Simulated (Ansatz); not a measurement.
TaN: field gradients at two levels of theory

Cell: a COD entry.

Space group P6/mmm (No. 191); a = 5.1850, c = 2.9080 Å, γ = 120.00°.

```csv
site,Wyckoff,site symmetry,x,y,z
Ta1,1a,6/mmm,0.0000,0.0000,0.0000
Ta2,2d,-6m2,0.3333,0.6667,0.5000
N,3f,mmm,0.5000,0.0000,0.0000
```

One atom of each set is listed.

First run. The numbers come from a DFT calculation in Ansatz (PBE, plane waves and PAW, scalar-relativistic, collinear spin, 420 eV cutoff, Γ-centred 7×7×10 k-points, Fermi–Dirac smearing 0.02 eV). Start moments as typed (μB): 2 on each Ta, none on the rest.

```json
{"site": "Ta1", "V_zz (10²¹ V/m²)": "-45.8", "η": "0.00"}
{"site": "Ta2", "V_zz (10²¹ V/m²)": "-38.1", "η": "0.00"}
{"site": "N", "V_zz (10²¹ V/m²)": "2.85", "η": "0.87"}
```

Second run. The same atoms and settings, except that spin–orbit coupling is included (fully relativistic PAW files), the mesh is 10×10×16 and the Fermi–Dirac smearing is 0.05 eV.

Q: What does the second run give?

A: 

| site | V_zz | η | change of V_zz |
| --- | --- | --- | --- |
| Ta1 | -48.6 | 0.00 | -2.80 |
| Ta2 | -37.9 | 0.00 | +0.17 |
| N | 2.90 | 0.80 | +0.05 |

The largest change of V_zz is on Ta1, from -45.8 to -48.6. In per cent, |V_zz| changes by 0 to +6 on Ta, +2 on N (all sites that start above 2).

At this cell the PBE pressure is 10 GPa, so with PBE the cell would grow if it were relaxed. The entry's cell may itself be off. With these PAW files V_zz is typically within 2 to 3 % of all-electron values, but misses above 10 % occur on Ta.
For the first run: The start moments die out, and the run ends without spin.
